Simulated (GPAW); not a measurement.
The system is PtSe2 (Sudovikovite).

```
Pt Se
1.0
     3.72400    0.00000    0.00000
    -1.86200    3.22508    0.00000
     0.00000    0.00000    5.06200
Pt Se
1 2
Cartesian
  0.0000 0.0000 0.0000
  1.8620 1.0750 3.7965
  0.0000 2.1501 1.2655
```

* Program: GPAW 26.7.0
* Task: relaxation of cell and atoms
* Functional: PBEsol
* Dispersion: D3
* Potentials or basis: PAW data sets generated in the run's folder for this functional
* Cutoff: 600 eV
* Basis: pw
* k mesh: 7 × 7 × 5
* Occupations: fermi-dirac, width 0.05 eV
* Spin: no spin polarisation

At the start: pressure -0.3 GPa; volume 20.27 Å³/atom.

**Question.** Where does the relaxation end?

**Answer.** Over 11 steps the energy falls by 36.1 meV/atom and the volume is 18.76 Å³/atom (-7.4 %); space group P-3m1 (No. 164, to 0.05 Å).

The path:
```tsv
step	energy change (eV)	largest force (eV/Å)	pressure (GPa)	volume (Å³)
1	0.0000	0.4367	-0.32	60.80
2	-0.0060	0.3738	-0.70	60.76
3	-0.0396	0.1346	-3.22	60.00
4	-0.0499	0.2392	-3.27	59.39
5	-0.0724	0.4205	-1.57	57.14
6	-0.0822	0.2717	-0.39	56.78
7	-0.0904	0.0149	1.29	56.35
8	-0.0936	0.0251	1.55	56.20
9	-0.1053	0.1037	1.35	55.97
10	-0.1078	0.0564	0.56	56.12
11	-0.1082	0.0124	0.07	56.27
```

Final structure:
```
Pt Se
1.0
     3.75610    0.00000    0.00000
    -1.87805    3.25288    0.00000
     0.00000    0.00000    4.60556
Pt Se
1 2
Cartesian
  0.0000 0.0000 0.0000
  1.8780 1.0843 3.3508
  0.0000 2.1686 1.2547
```

Caveat: later steps reuse the first step's grids; pairwise dispersion overbinds metals, which lowers pressure and volume.
